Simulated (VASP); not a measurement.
**Schottky barriers on MgO (001), metal over oxygen**

Where does the Fermi level of Au, Pd, Pt, W, V and Cr fall in the gap of MgO?

Method: PBEsol; plane waves and PAW (Mg, O), in the first sound run; inputs show where later runs differ, in VASP 6.6.1.

Report form: the programs' logs are mostly left out.

### 1. Set-up

The structure is cubic, space group Fm-3m (No. 225). Conventional cell: a = 4.212 Å, b = 4.212 Å, c = 4.212 Å, α = 90.00°, β = 90.00°, γ = 90.00°. Mg has 6 O at 2.11 Å nearest. Nearest to O lie 6 Mg at 2.11 Å. Farther neighbours and most contacts between anions are not listed.

### 2. Relax the substrate crystal, PBEsol

The substrate sets the in-plane lattice.

Level: PBEsol; plane waves and PAW (Mg, O).

The input, INCAR:

```
SYSTEM = MgO
PREC = Accurate
ENCUT = 520
EDIFF = 1E-07
NELM = 120
ISMEAR = 0
SIGMA = 0.02
LREAL = .FALSE.
ALGO = Normal
GGA = PS
NBANDS = 14
LASPH = .TRUE.
LORBIT = 11
LWAVE = .FALSE.
LCHARG = .FALSE.
KPAR = 16
IBRION = 2
NSW = 40
ISIF = 3
EDIFFG = -0.005
POTIM = 0.4
```

The input, POSCAR:

```
MgO
1.0
    2.9783337620      0.0000000000      0.0000000000
    0.0000000000      2.9783337620      0.0000000000
    0.0000000000      0.0000000000      4.2120000000
Mg O
2 2
Direct
    0.0000000000      0.0000000000      0.0000000000
    0.5000000000      0.5000000000      0.5000000000
    0.5000000000      0.5000000000      0.0000000000
    0.0000000000      0.0000000000      0.5000000000
```

The input, KPOINTS:

```
Automatic mesh
0
Gamma
9 9 6
0 0 0
```

Potentials, in the order of the species: Mg and O (PBE family, release 64).

Launch:

```
> mpirun -np 16 vasp_std
```

It took 10 s on 16 MPI ranks of Intel Xeon Platinum 8259CL at 2.50GHz (Skylake/Cascade Lake), shared host; peak memory 2.9 GiB.

This run gave:

- energy(sigma→0) of the program: -25.0250 eV
- stress, compression positive: xx, yy, zz 0.02, 0.02, 0.02 GPa
- volume: 37.297 Å³
- ionic steps: 2

### 3. Bulk band edges, PBEsol

A bulk run places the substrate's levels against the mean potential at its cores.

Level: PBEsol; plane waves and PAW (Mg, O).

The input, INCAR:

```
SYSTEM = MgO
PREC = Accurate
ENCUT = 520
EDIFF = 1E-06
NELM = 100
ISMEAR = 0
SIGMA = 0.02
LREAL = .FALSE.
ALGO = Normal
GGA = PS
NBANDS = 13
LASPH = .TRUE.
LWAVE = .FALSE.
LCHARG = .FALSE.
KPAR = 16
```

The input, POSCAR:

```
MgO
1.0
    2.9766057648      0.0000000000      0.0000000000
    0.0000000000      2.9766057648      0.0000000000
    0.0000000000      0.0000000000      4.2095120421
Mg O
2 2
Direct
    0.0000000000      0.0000000000      0.0000000000
    0.5000000000      0.5000000000      0.5000000000
    0.5000000000      0.5000000000      0.0000000000
    0.0000000000      0.0000000000      0.5000000000
```

KPOINTS is that of step 2.

Launch:

```
> mpirun -np 16 vasp_std
```

It took 5.8 s on 16 MPI ranks; peak memory 2.7 GiB.

Read from the output:

```
energy(sigma→0) of the program : -25.0249 eV
stress, compression positive   : xx, yy, zz -0.05, -0.05, -0.05 GPa
```

The run ends at a pressure of -0.05 GPa.

### 4. Relax the partner on the substrate's cell, PBEsol

One member in full, Au: held to the substrate's in-plane cell, its height is moved until the normal stress is near zero, five times at most.

This step took 4 runs, each at a new trial strain with the atoms of the one before; the last is shown.

Level: PBEsol; plane waves and PAW (Au).

System, named by how it was started: Au. It takes space group I4/mmm (No. 139, tetragonal). Conventional cell: a = 2.977 Å, b = 2.977 Å, c = 3.849 Å, α = 90.00°, β = 90.00°, γ = 90.00°. Nearest to Au lie 12 Au at 2.85 to 2.98 Å.

The input, INCAR:

```
SYSTEM = Au
PREC = Accurate
ENCUT = 520
EDIFF = 1E-07
NELM = 120
ISMEAR = 1
SIGMA = 0.1
LREAL = .FALSE.
ALGO = Normal
GGA = PS
NBANDS = 17
LASPH = .TRUE.
LORBIT = 11
LWAVE = .FALSE.
LCHARG = .FALSE.
KPAR = 4
IBRION = 1
NSW = 25
ISIF = 2
EDIFFG = -0.004
POTIM = 0.3
```

The input, POSCAR:

```
Au
1.0
    2.9766057650      0.0000000000      0.0000000000
    0.0000000000      2.9766057650      0.0000000000
    0.0000000000      0.0000000000      3.8485134040
Au
2
Direct
    0.0000000000      0.0000000000      0.0000000000
    0.5000000000      0.5000000000      0.5000000000
```

The input, KPOINTS:

```
Automatic mesh
0
Gamma
11 11 8
0 0 0
```

Potentials, in the order of the species: Au (PBE family, release 64).

Launch:

```
> mpirun -np 4 vasp_std
```

Elapsed: 13 s, on 4 MPI ranks; peak memory 0.69 GiB; 51 s of CPU time.

This run gave:

```
energy(sigma→0) of the program : -7.8284 eV
stress, compression positive   : xx, yy, zz -1.11, -1.11, 0.00 GPa
ionic steps                    : 1
```

### 5. Bulk band edges, PBEsol

A bulk run places the partner's levels against the mean potential at its cores. For a metal the barrier needs only the Fermi level of the interface cell; this run checks the strained metal.

Level: PBEsol; plane waves and PAW (Au).

The input, INCAR:

```
SYSTEM = Au
PREC = Accurate
ENCUT = 520
EDIFF = 1E-06
NELM = 100
ISMEAR = 1
SIGMA = 0.1
LREAL = .FALSE.
ALGO = Normal
GGA = PS
NBANDS = 15
LASPH = .TRUE.
LWAVE = .FALSE.
LCHARG = .FALSE.
KPAR = 4
```

POSCAR is that of step 4.

KPOINTS is that of step 4.

Launch:

```
> mpirun -np 4 vasp_std
```

The job ended after 12 s (4 MPI ranks; peak memory 0.67 GiB; 46 s of CPU time).

Numbers from this step:

```
energy(sigma→0) of the program : -7.8284 eV
stress, compression positive   : xx, yy, zz -1.12, -1.12, 0.00 GPa
```

The run ends at a pressure of -0.74 GPa.

### 6. Relax the interface, PBEsol

Superlattice of 10 atoms of MgO and 5 of Au on the MgO lattice. Atoms relax, and the height is moved while the normal stress exceeds 0.4 GPa, three times at most; a third move is not followed by a relaxation.

This step took 2 runs in a row; the last is shown.

Level: PBEsol; plane waves and PAW (Mg, O, Au).

System, named by how it was started: MgO/Au (001), metal over oxygen. The cell holds 15 atoms: 5 Mg, 5 O and 5 Au. Its edges and angles: a = 2.977 Å, b = 2.977 Å, c = 21.156 Å, α = 90.0°, β = 90.0°, γ = 90.0°. It derives from MgO. Superlattice of 10 atoms of MgO and 5 of Au on the MgO lattice. The structure's axis is c.

The input, INCAR:

```
SYSTEM = MgAuO
PREC = Normal
ENCUT = 520
EDIFF = 1E-05
NELM = 120
ISMEAR = 0
SIGMA = 0.05
LREAL = Auto
ALGO = Fast
GGA = PS
NBANDS = 62
LASPH = .TRUE.
LORBIT = 11
LWAVE = .FALSE.
LCHARG = .FALSE.
KPAR = 4
IBRION = 2
NSW = 60
ISIF = 2
EDIFFG = -0.03
POTIM = 0.4
MAXMIX = 40
ISYM = 2
```

The input, POSCAR:

```
MgAuO
1.0
    2.9766057650      0.0000000000      0.0000000000
    0.0000000000      2.9766057650      0.0000000000
    0.0000000000      0.0000000000     21.1559148942
Mg O Au
5 5 5
Direct
    0.0000000000      0.0000000000      0.9974736831
    0.5000000000      0.5000000000      0.0984396576
    0.0000000000      0.0000000000      0.1974808590
    0.5000000000      0.5000000000      0.2965220614
    0.0000000000      0.0000000000      0.3974880349
    0.5000000000      0.5000000000      0.9996283620
    0.0000000000      0.0000000000      0.0980932395
    0.5000000000      0.5000000000      0.1974808590
    0.0000000000      0.0000000000      0.2968684795
    0.5000000000      0.5000000000      0.3953333560
    0.5000000000      0.5000000000      0.5169421881
    0.0000000000      0.0000000000      0.6067388388
    0.5000000000      0.5000000000      0.6974808590
    0.0000000000      0.0000000000      0.7882228792
    0.5000000000      0.5000000000      0.8780195299
```

The input, KPOINTS:

```
Automatic mesh
0
Gamma
10 10 1
0 0 0
```

PAW data sets: Mg, O and Au (PBE family, release 64).

Launch:

```
> mpirun -np 4 vasp_std
```

Elapsed: 98 s, on 4 MPI ranks; peak memory 1.2 GiB; 6.4 min of CPU time.

Numbers from this step:

- energy(sigma→0) of the program: -80.3776 eV
- stress, compression positive: xx, yy, zz -3.98, -3.98, -0.22 GPa
- ionic steps: 3

### 7. Potential of the interface, PBEsol

The core potentials in the middle of the substrate's layer tie its bulk scale to this cell.

Level: PBEsol; plane waves and PAW (Mg, O, Au).

The input, INCAR:

```
SYSTEM = MgAuO
PREC = Accurate
ENCUT = 520
EDIFF = 1E-06
NELM = 120
ISMEAR = 0
SIGMA = 0.05
LREAL = .FALSE.
ALGO = Normal
GGA = PS
NBANDS = 81
LASPH = .TRUE.
LORBIT = 11
LWAVE = .FALSE.
LCHARG = .TRUE.
KPAR = 4
LVHAR = .TRUE.
NEDOS = 1500
```

The input, POSCAR:

```
MgAuO
1.0
    2.9766057650      0.0000000000      0.0000000000
    0.0000000000      2.9766057650      0.0000000000
    0.0000000000      0.0000000000     21.1559148942
Mg O Au
5 5 5
Direct
    0.0000000000      0.0000000000      0.9970692431
    0.5000000000      0.5000000000      0.0984564908
    0.0000000000      0.0000000000      0.1974808590
    0.5000000000      0.5000000000      0.2965052282
    0.0000000000      0.0000000000      0.3978924749
    0.5000000000      0.5000000000      0.9993908135
    0.0000000000      0.0000000000      0.0981003159
    0.5000000000      0.5000000000      0.1974808590
    0.0000000000      0.0000000000      0.2968614031
    0.5000000000      0.5000000000      0.3955709045
    0.5000000000      0.5000000000      0.5165439161
    0.0000000000      0.0000000000      0.6066826220
    0.5000000000      0.5000000000      0.6974808590
    0.0000000000      0.0000000000      0.7882790960
    0.5000000000      0.5000000000      0.8784178019
```

KPOINTS is that of step 6.

Launch:

```
> mpirun -np 4 vasp_std
```

Wall time 2.4 min (4 MPI ranks); peak memory 1.8 GiB; 9.3 min of CPU time.

Numbers from this step:

```
energy(sigma→0) of the program : -80.3805 eV
stress, compression positive   : xx, yy, zz -3.82, -3.82, -0.14 GPa
```

By hand, at PBEsol: in bulk MgO the valence top lies 55.181 eV above the mean core potential (averaged over elements). Over the two or four atoms of each element nearest the middle of the MgO layer of the interface cell that potential is -50.595 eV, which puts the valence top at 4.586 eV; the Fermi level of the cell is 6.485 eV, so the hole barrier is 1.90 eV.

### 8. The whole series

Hybrid runs start from orbitals of a short PBEsol run, not shown.

The other members went through these steps as far as the tables show, with one cutoff; 53 runs are not shown, of which 1 ended short or failed. The session took 7.2 core hours (wall time by ranks) on a shared machine.

The HSE06 run of the substrate failed, so there is one level alone.

Line-up of core potentials from the interface at PBEsol; other levels change the bulk edges alone, each counted from the mean potential of its bulk cell. Gaps of the substrate: PBEsol 4.65 eV.

```tsv
partner	atoms	mean in-plane stress of the strained partner, tension positive (GPa)	gap of the whole cell (eV)	largest spread of the line-up between elements of one side (eV)
Au	15	1.1	0.00	0.01
Pd	15	3.8	0.00	0.01
Pt	15	7.2	0.00	0.02
W	17	-33.9	0.00	0.00
V	17	1.3	0.00	0.01
Cr	17	27.5	0.00	0.03
```

At PBEsol:

```tsv
partner	Fermi level above the valence-band top, PBEsol (eV)	conduction-band bottom above the Fermi level, PBEsol (eV)
Au	1.90	2.75
Pd	2.09	2.56
Pt	2.20	2.45
W	3.50	1.15
V	3.76	0.90
Cr	3.33	1.33
```

### 9. What came out

```
Au, PBEsol : hole barrier 1.90 eV, electron barrier 2.75 eV
Pd, PBEsol : hole barrier 2.09 eV, electron barrier 2.56 eV
Pt, PBEsol : hole barrier 2.20 eV, electron barrier 2.45 eV
W, PBEsol  : hole barrier 3.50 eV, electron barrier 1.15 eV
V, PBEsol  : hole barrier 3.76 eV, electron barrier 0.90 eV
Cr, PBEsol : hole barrier 3.33 eV, electron barrier 1.33 eV
```

In words: Pd, Pt, W and Cr are under more than 3 GPa of in-plane stress along one axis or both, more than a thick film would hold. The hole barrier is lowest for Au and highest for V, 1.86 eV apart. All runs are without spin polarisation, which may matter for Pd, V and Cr. The two barriers add up to the substrate's gap at that level, 4.65 eV, which a semilocal functional makes too small. Bulk gaps are read on the mesh alone, which can miss an indirect edge. The bounds that sort cases in this text are picked. The interfaces are ideal and a few layers thick: no intermixing, defects or band bending.

[Lines on the potential files, build, host, timing and source positions are cut from VASP's logs without a mark.]

[Logs are printed without paths, hosts, clocks, repeated set-up lines and the standing remarks that a program may print on its own settings, such as how far it seeks lower states.]

[Hosts, paths, dates, database ids (printed as entryN), source tags and the programs' standing remarks are cut or masked in the printed files.]

[In band tables of VASP the shares of atoms and orbitals are scaled to a sum of 1 inside the atoms' spheres.]
